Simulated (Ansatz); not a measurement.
Structures of HfC: which is lowest?

Plane-wave DFT in Ansatz with scalar-relativistic PAW potentials, cutoff 420 eV, Γ-centred meshes chosen by cell and gap, Gaussian smearing with energies taken to zero width. Every cell was relaxed (cell and atoms) in a run of its own, within the symmetry of its start. Functional: PBEsol.

Relaxed structures (starts from databases or built by putting these elements on another compound's sites):
A. P6_3/mmc, 4 atoms in the computed cell, a = 3.305 Å, c = 5.155 Å; sites (symmetry × multiplicity) Hf -6m2 × 2, C -3m. × 2; start: built
B. Fm-3m, 2 atoms in the computed cell, a = 4.607 Å; sites (symmetry × multiplicity) Hf m-3m × 4, C m-3m × 4; start: database

Problem. Rank them by energy. Could pressure change the order?

Solution.
```csv
structure,group,E − E(lowest) (meV/atom),V (Å³/atom),gap on mesh (eV)
B,Fm-3m,0.0,12.23,0.00
A,P6_3/mmc,185,12.19,0.00
```

B is lowest, 185 meV/atom under A. The two lowest differ in volume by under 3 %, too little for a first-order estimate of what pressure does to that pair (other pairs aren't weighed here); with rigid cells even 3 % in favour of the higher one would need about 81 GPa. Other structures may lie lower than all of these, and vibrations aren't counted.

Spin-orbit coupling is left out, which matters for the bands of heavy elements.